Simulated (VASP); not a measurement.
Input of a VASP 6.6.1 run:

INCAR

```
PREC = Accurate
ENCUT = 600
EDIFF = 1E-7
ISMEAR = -1
SIGMA = 0.05
LREAL = False
LASPH = True
NELM = 80
ALGO = Fast
ISIF = 3
LWAVE = False
LCHARG = False
GGA = PE
IBRION = 2
NSW = 40
EDIFFG = -0.02
```

File KPOINTS:

```
regular mesh
0
Gamma
  8 8 8
```

Contents of POSCAR:

```
HgSe
1.0
    0.0000000000      3.0390000000      3.0390000000
    3.0390000000      0.0000000000      3.0390000000
    3.0390000000      3.0390000000      0.0000000000
Hg Se
1 1
Direct
    0.0000000000      0.0000000000      0.0000000000
    0.7500000000      0.7500000000      0.7500000000
```

Potentials or basis: VASP PAW PBE potentials, release 54 (Hg, Se).

Command:

```sh
$ cat potpaw_PBE.54/Hg/POTCAR potpaw_PBE.54/Se/POTCAR > POTCAR
$ mpirun -np 1 vasp_std > vasp.out
```

Task: What does it give for the relaxed cell?

Result: a = 4.433 Å, b = 4.433 Å, c = 4.433 Å, α = 60.00°, β = 60.00°, γ = 60.00°.

Task: What does it give for the space group after relaxing (to 0.05 Å)?

Result: F-43m (No. 216).

Final structure:
```
Hg Se
1.0
     0.00000    3.13464    3.13464
     3.13464    0.00000    3.13464
     3.13464    3.13464    0.00000
Hg Se
1 1
Cartesian
  0.0000 0.0000 0.0000
  4.7020 4.7020 4.7020
```

The run has no spin-orbit coupling, so splittings on Hg are missing. PBE usually gives volumes a little too large and moduli too small.
